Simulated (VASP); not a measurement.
A run of VASP 6.6.1 is set up as follows.

File INCAR:

```
SYSTEM = CaSe
PREC = Accurate
ENCUT = 520
EDIFF = 1E-7
ISMEAR = -1
SIGMA = 0.02
LREAL = .False.
LASPH = .True.
NELM = 100
ALGO = Normal
ISIF = 2
LWAVE = .False.
LCHARG = .False.
GGA = PE
NBANDS = 15
```

KPOINTS

```
Automatic mesh
0
Gamma
  8 8 8
  0 0 0
```

The input POSCAR:

```
CaSe
1.0
   -0.1438326912      2.9498226628      2.9498226628
    2.9498226628     -0.1438326912      2.9498226628
    2.9498226628      2.9498226628     -0.1438326912
Ca Se
1 1
Direct
    0.0000000000      0.0000000000      0.0000000000
    0.5000000000      0.5000000000      0.5000000000
```

Potentials or basis: VASP PAW PBE potentials, release 64 (Ca_sv, Se).

The run is started by

```bash
$ cat potpaw_PBE.64/Ca_sv/POTCAR potpaw_PBE.64/Se/POTCAR > POTCAR
$ mpirun -np 1 vasp_std > vasp.out
```

Problem. What does it give for the band gap on the k mesh?

Solution. 1.90 eV, indirect (least direct gap 2.68 eV).

Problem. Estimate the pressure.

Solution. -1.7 GPa.

Stress tensor (GPa, compression positive):
```
-1.72  1.13  1.13
 1.13 -1.72  1.13
 1.13  1.13 -1.72
```

A k mesh can miss the band edges.
